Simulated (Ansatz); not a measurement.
**GaAs: single point with PBE**

**Measured values to compare with.**

From “Evidence of valence band perturbations in GaAsN/GaAs(001): A combined variable-angle spectroscopic ellipsometry and modulated photoreflectance investigation”, 2008, arxiv:0805.2212, for a bulk crystal of GaAs at 300 K: band gap 1.412 ± 0.01 eV (direct).

Crystal: GaAs.

```
As Ga
1.0
     0.00000    2.82685    2.82685
     2.82685    0.00000    2.82685
     2.82685    2.82685    0.00000
As Ga
1 1
Direct
  0.75000 0.75000 0.75000
  0.00000 0.00000 0.00000
```

| Quantity | Value |
| --- | --- |
| Program | Ansatz 0.2.0 |
| Task | single point |
| Functional | PBE |
| Potentials or basis | Ansatz PAW |
| Cutoff | 420 eV (not typed: the program's choice for these potentials) |
| k mesh | 8 × 8 × 8 |
| Occupations | fermi-dirac, width 0.05 eV |
| Spin | no spin polarisation |

```json
{
  "Pressure": "3.3 GPa",
  "Band gap on the k mesh": "0.52 eV, direct"
}
```

Levels at points of the mesh, in eV from the valence-band top:
| k point | band 12 | band 13 | band 14 | band 15 | band 16 | band 17 |
| --- | --- | --- | --- | --- | --- | --- |
| (0.00, 0.00, 0.00) | 0.00 | 0.00 | 0.00 | 0.52 | 3.74 | 3.74 |
| (0.00, 0.00, -0.50) | -6.63 | -1.14 | -1.14 | 1.00 | 4.64 | 4.64 |
| (0.00, -0.50, -0.50) | -6.81 | -2.67 | -2.67 | 1.47 | 1.66 | 10.17 |

Run time: 0.4 s on 2 threads of AMD EPYC 9R45 96-Core Processor (Zen 5), on a shared host, peak memory 0.39 GiB.

Against the measured gap of GaAs, 1.412 eV (direct; 300 K; “Evidence of valence band perturbations in GaAsN/GaAs(001): A combined variable-angle spectroscopic ellipsometry and modulated photoreflectance investigation”, 2008, arxiv:0805.2212), the calculated 0.52 eV is off by -0.90 eV. 3 values of this kind are on record (1.412 to 1.51 eV); this one was drawn at random among those near their median, those with a stated uncertainty first. Spin-orbit coupling on As, Ga is left out. The value is that of PBE on a finite k mesh, which can miss the band edges, without temperature or zero-point motion. Semilocal functionals fall short of measured gaps as a rule.
